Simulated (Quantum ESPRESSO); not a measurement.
# NaI: dielectric tensor with LDA

**Experimental background.**

From a printed reference work, monograph, for a bulk crystal of NaI: high-frequency dielectric constant 3.01.

Crystal: NaI.

```
I Na
1.0
     0.00000    3.23640    3.23640
     3.23640    0.00000    3.23640
     3.23640    3.23640    0.00000
I Na
1 1
Direct
  0.50000 0.50000 0.50000
  0.00000 0.00000 0.00000
```

```yaml
Program: Quantum ESPRESSO 7.5
Task: dielectric tensor
Functional: LDA
Potentials_or_basis: GBRV 1.5 LDA
Cutoff: 612 eV
Density_cutoff: 4898 eV
k_mesh: 6 × 6 × 6, shifted
Occupations: fermi-dirac, width 0.05 eV
Spin: no spin polarisation
Form_of_the_LDA_correlation: PZ81
Mixing_beta: 0.5
Most_SCF_iterations: 120
SCF_threshold: 4e-10 Ry
```

The pressure is -1.6 GPa, the electronic dielectric tensor (diagonal) is 3.46 and the born charges (mean of the diagonal) is I -1.21; Na +1.21 e.

Levels at points of the mesh, in eV from the valence-band top:
```
           k point  band 5  band 6  band 7  band 8  band 9  band 10  band 11  band 12
(0.08, 0.08, 0.08)  -11.09   -0.22    0.00    0.00    3.62     7.62     7.93     7.93
```

Electronic dielectric tensor:
```
3.46 0.00 0.00
0.00 3.46 0.00
0.00 0.00 3.46
```

Born effective charge tensors (e):
atom 1, I
```
-1.21  0.00  0.00
 0.00 -1.21  0.00
 0.00  0.00 -1.21
```
atom 2, Na
```
1.21 0.00 0.00
0.00 1.21 0.00
0.00 0.00 1.21
```

Run time: 2.6 min on 1 thread of Intel(R) Xeon(R) Platinum 8488C (Sapphire Rapids), with other jobs on the host, peak memory 0.23 GiB.

Against the measured high-frequency dielectric constant of NaI, 3.01 (a printed reference work, monograph), the calculated 3.46 is off by +15.0 %.

Spin-orbit coupling is left out, which matters for the levels of I.
